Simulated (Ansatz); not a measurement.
# Eigenvalues along a path: CdSe (rocksalt type)

```yaml
crystal:
  lattice:
    - [0.00000, 2.27903, 2.27903]
    - [2.27903, 0.00000, 2.27903]
    - [2.27903, 2.27903, 0.00000]
  atoms:
    - { symbol: Cd, position: [0.00000, 0.00000, 0.00000] }
    - { symbol: Se, position: [0.50000, 0.50000, 0.50000] }
```

The cell comes from a relaxation on PAW files under the same functional, begun from a prototype that needn't be the stable phase.

Level of theory: DFT with LDA, scalar-relativistic, in Ansatz 0.2.0; a Γ-centred 12×12×12 k mesh, Fermi–Dirac smearing of 0.05 eV, no spin polarisation. LAPW: all electrons, basis error target 1 meV/atom.

This run: volume at 0.55 of the series' base cell.

Path points, in fractions of the reciprocal vectors: Γ (0.000, 0.000, 0.000), X (0.500, 0.000, 0.500), U (0.625, 0.250, 0.625), K (0.375, 0.375, 0.750), L (0.500, 0.500, 0.500), W (0.500, 0.250, 0.750). The distance column jumps between branches of the path. Levels in eV from the Fermi level; bands 19 to 31, counted from the lowest band of the run. The gap is zero, the pressure 195.1 GPa.

```
# k(1/Å) point b19 b20 b21 b22 b23 b24 b25 b26 b27 b28 b29 b30 b31
0.000 Γ -20.65 -12.14 -12.14 -12.14 -12.06 -12.06 -2.90 -2.90 -2.90 4.36 7.00 8.87 8.87
0.172 - -20.54 -12.19 -12.17 -12.12 -12.12 -12.04 -3.03 -2.98 -2.98 4.89 6.51 8.69 8.69
0.345 - -20.23 -12.54 -12.26 -12.06 -12.06 -12.00 -3.31 -3.23 -3.23 5.77 6.28 8.07 8.50
0.517 - -19.76 -12.96 -12.39 -11.94 -11.94 -11.93 -3.68 -3.68 -3.62 5.15 5.17 8.32 8.66
0.689 - -19.22 -13.23 -12.54 -11.85 -11.77 -11.77 -4.30 -4.30 -3.98 2.65 4.67 9.31 9.31
0.862 - -18.76 -13.15 -12.69 -11.76 -11.54 -11.54 -5.02 -5.02 -4.63 0.67 4.33 10.46 10.46
1.034 - -18.47 -12.81 -12.57 -11.69 -11.29 -11.29 -5.80 -5.70 -5.70 -0.50 4.10 12.00 12.00
1.206 - -18.36 -12.89 -11.64 -11.61 -11.07 -11.07 -7.27 -6.20 -6.20 -0.99 3.97 13.71 13.79
1.378 X -18.34 -12.92 -11.63 -10.98 -10.98 -10.93 -8.15 -6.39 -6.39 -1.11 3.93 13.81 15.06
1.439 - -18.33 -12.92 -11.65 -11.17 -10.98 -10.72 -8.16 -6.46 -6.35 -1.02 3.95 13.67 14.98
1.500 - -18.30 -12.92 -11.71 -11.37 -10.99 -10.48 -8.20 -6.66 -6.23 -0.77 4.02 13.30 14.76
1.561 - -18.26 -12.91 -11.80 -11.56 -11.00 -10.22 -8.29 -6.93 -6.03 -0.42 4.15 12.80 14.41
1.622 - -18.20 -12.91 -11.92 -11.73 -11.02 -9.95 -8.45 -7.20 -5.77 -0.01 4.36 12.24 13.94
1.683 - -18.13 -12.92 -12.06 -11.89 -11.04 -9.67 -8.70 -7.40 -5.46 0.38 4.65 11.66 13.40
1.744 - -18.04 -12.94 -12.20 -12.03 -11.06 -9.38 -9.01 -7.52 -5.10 0.74 5.04 11.07 12.79
1.805 - -17.95 -12.98 -12.35 -12.15 -11.10 -9.35 -9.07 -7.59 -4.70 1.03 5.53 10.49 12.15
1.866 U -17.86 -13.04 -12.49 -12.27 -11.13 -9.69 -8.76 -7.62 -4.27 1.27 6.10 9.92 11.48
2.710 K -17.86 -13.04 -12.49 -12.27 -11.13 -9.69 -8.76 -7.62 -4.27 1.27 6.10 9.92 11.48
2.893 - -17.64 -13.37 -12.84 -12.52 -11.26 -10.43 -7.76 -7.59 -2.87 1.75 7.98 8.34 9.43
3.076 - -17.70 -13.66 -13.06 -12.64 -11.41 -10.81 -7.38 -6.70 -1.43 2.22 7.01 7.56 9.22
3.258 - -18.19 -13.55 -13.11 -12.65 -11.58 -11.08 -6.98 -5.64 -0.31 2.91 6.00 6.26 9.46
3.441 - -18.90 -13.15 -12.99 -12.57 -11.75 -11.35 -6.35 -4.65 -0.11 3.92 5.40 6.18 9.19
3.624 - -19.61 -12.74 -12.70 -12.43 -11.91 -11.63 -5.49 -3.84 -0.87 5.09 5.28 7.40 8.64
3.807 - -20.17 -12.43 -12.36 -12.29 -12.03 -11.88 -4.42 -3.28 -1.86 5.68 5.68 8.20 8.97
3.989 - -20.53 -12.18 -12.17 -12.16 -12.11 -12.04 -3.38 -2.99 -2.62 4.90 6.45 8.63 8.89
4.172 Γ -20.65 -12.14 -12.14 -12.14 -12.06 -12.06 -2.90 -2.90 -2.90 4.36 7.00 8.87 8.87
4.321 - -20.57 -12.17 -12.14 -12.14 -12.08 -12.08 -3.31 -2.79 -2.79 4.73 6.60 8.81 8.81
4.471 - -20.33 -12.29 -12.29 -12.26 -12.01 -12.01 -4.31 -2.49 -2.49 5.03 6.44 8.51 8.51
4.620 - -19.93 -12.51 -12.51 -12.43 -11.88 -11.88 -5.51 -2.03 -2.03 4.20 7.60 7.74 7.74
4.769 - -19.40 -12.76 -12.76 -12.69 -11.72 -11.72 -6.70 -1.49 -1.49 3.20 6.67 6.67 9.09
4.918 - -18.77 -13.07 -12.99 -12.99 -11.55 -11.55 -7.72 -0.91 -0.91 2.32 5.61 5.61 10.46
5.067 - -18.07 -13.58 -13.17 -13.17 -11.41 -11.41 -8.47 -0.37 -0.37 1.64 4.68 4.68 10.89
5.217 - -17.44 -14.11 -13.29 -13.29 -11.31 -11.31 -8.91 0.06 0.06 1.22 4.02 4.02 11.00
5.366 L -17.14 -14.38 -13.33 -13.33 -11.27 -11.27 -9.05 0.23 0.23 1.07 3.76 3.76 11.02
5.488 - -17.17 -14.32 -13.31 -13.27 -11.27 -11.26 -9.05 -0.61 -0.09 1.66 3.85 4.16 11.34
5.610 - -17.26 -14.17 -13.23 -13.12 -11.27 -11.22 -9.05 -1.83 -0.91 2.29 4.04 5.21 11.64
5.731 - -17.38 -13.94 -13.12 -12.93 -11.26 -11.10 -9.04 -3.06 -1.99 2.88 4.27 6.58 10.54
5.853 - -17.51 -13.66 -12.96 -12.77 -11.23 -10.86 -8.99 -4.25 -3.17 3.54 4.50 7.98 9.49
5.975 - -17.62 -13.38 -12.80 -12.67 -11.19 -10.44 -8.88 -5.37 -4.35 4.30 4.77 8.56 8.94
6.097 - -17.71 -13.13 -12.67 -12.63 -11.10 -9.88 -8.66 -6.42 -5.45 5.06 5.15 7.79 8.81
6.219 - -17.77 -12.94 -12.62 -12.62 -11.02 -9.20 -8.31 -7.38 -6.40 5.34 6.07 7.21 8.01
6.341 W -17.79 -12.86 -12.62 -12.62 -10.98 -8.64 -8.03 -8.03 -6.88 5.48 6.97 6.97 7.12
6.427 - -17.82 -12.81 -12.71 -12.51 -10.98 -8.63 -8.40 -7.68 -6.87 4.73 6.25 7.78 7.91
6.513 - -17.88 -12.78 -12.67 -12.37 -10.98 -8.78 -8.59 -7.36 -6.85 3.55 5.63 8.67 9.20
6.599 - -17.98 -12.83 -12.45 -12.20 -10.98 -9.16 -8.53 -7.08 -6.80 2.39 5.10 9.64 10.54
6.685 - -18.09 -12.87 -12.21 -12.01 -10.98 -9.54 -8.44 -6.84 -6.73 1.30 4.67 10.66 11.86
6.771 - -18.19 -12.90 -11.98 -11.78 -10.98 -9.92 -8.34 -6.64 -6.64 0.35 4.34 11.72 13.08
6.858 - -18.27 -12.91 -11.79 -11.53 -10.98 -10.28 -8.24 -6.53 -6.50 -0.42 4.11 12.73 14.10
6.944 - -18.32 -12.92 -11.67 -11.26 -10.98 -10.63 -8.17 -6.43 -6.42 -0.93 3.97 13.52 14.81
7.030 X -18.34 -12.92 -11.63 -10.98 -10.98 -10.93 -8.15 -6.39 -6.39 -1.11 3.93 13.81 15.06
```
